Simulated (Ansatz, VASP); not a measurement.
## One calculation of V, two programs

```
CELL_PARAMETERS angstrom
-1.49177 1.49177 1.49177
1.49177 -1.49177 1.49177
1.49177 1.49177 -1.49177
ATOMIC_POSITIONS crystal
V 0.00000 0.00000 0.00000
```

Alike in both runs: task single point; functional r2SCAN; k mesh 15 × 15 × 15; occupations gaussian, width 0.2 eV; no spin polarisation.

|  | VASP | Ansatz |
| --- | --- | --- |
| version | VASP 6.6.1 | Ansatz 0.2.0 |
| potentials or method | VASP PAW PBE potentials, release 64 (V_sv) | plane waves (500 eV) with PAW, scalar-relativistic |
| plane-wave cutoff (eV) | 520 | 500 |
| valence electrons in the cell | 13 | 13 |

Ansatz gave:

- pressure (GPa): -0.2

**Question.** What did VASP give for the same quantities?

**Answer.** Pressure (GPa): 0.5.

The functional is the same, so the differences come from potentials, cutoffs and numerics.

Caveats: the PAW data sets were made with another functional, which shifts forces and pressure a little (VASP).
